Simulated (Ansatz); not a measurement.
A series in volume per atom on YN

Results calculated with Ansatz 0.2.0, not measured. Periodic Kohn-Sham DFT of a crystal at fixed atoms; pressure and stress are positive in compression; the energy is the free energy less that of spherical unpolarised free atoms; site moments are those in the method's own spheres, positive along +z.

Cell of the first row (space group Fm-3m, No. 225):
```
CELL_PARAMETERS angstrom
0.00000 2.38870 2.38870
2.38870 0.00000 2.38870
2.38870 2.38870 0.00000
ATOMIC_POSITIONS crystal
Y 0.00000 0.00000 0.00000
N 0.50000 0.50000 0.50000
```

Settings of every row: method frozen-core PAW; functional LDA; relativity scalar; k mesh 11x11x11; filling fermi-dirac; smearing width 0.03 eV; wave cutoff 420 eV; paw set soft_2.

Atom start moment: 0 on all atoms.

Limits: PAW files made with PBE.

Limits of some rows: small gap, it may come from the mesh (row 2, 3, 4, 5, 6, 7, 8, 9).

```
row  volume per atom (Å³)  pressure (GPa)
  1                 13.63           5.117
  2                 13.92           1.015
  3                 14.21          -2.672
  4                14.355          -4.372
  5                  14.5          -5.984
  6                14.645          -7.512
  7                 14.79               ?
  8                 15.08         -11.629
  9                 15.37         -14.026
```

Question: what pressure should row 7 give?

Worked fit of pressure. Take u = (V_r/V)^(2/3) − 1 with V_r = 14.428 Å³ an atom, which is twice the finite (Eulerian) strain; such expansions in the strain, on which the Birch-Murnaghan equation of state is built, carry the rest volume and the bulk modulus. The shown rows have u = 0.03866, 0.02418, 0.0102, 0.00339, -0.00331, -0.0099, -0.02904, -0.04129. Least squares give pressure = −5.1947 + 240.508 × u + 662.39 × u² + 417 × u³ GPa; a parabola predicts inner rows, each left out in turn, worse (root mean square 0.0064 against 0.0016 GPa). The rows lie off it by 0.000, 0.001, 0.000, 0.000, 0.000, -0.001, 0.002, -0.001. The pressure vanishes at u = 0.0204, or V = 14 Å³ an atom, and there the bulk modulus at fixed shape and fractions is B = −V dP/dV = (2/3)(1 + u) dP/du = 182 GPa. The withheld row has u = -0.01638, so the fit gives −5.1947 + 240.508 × (-0.01638) + 662.39 × (-0.01638)² + 417 × (-0.01638)³ = -8.958 GPa.

The calculation gave -8.959 GPa. The fit lies 0.001 GPa (0.0052 % of the column's range) above it, one unit of the last digit.
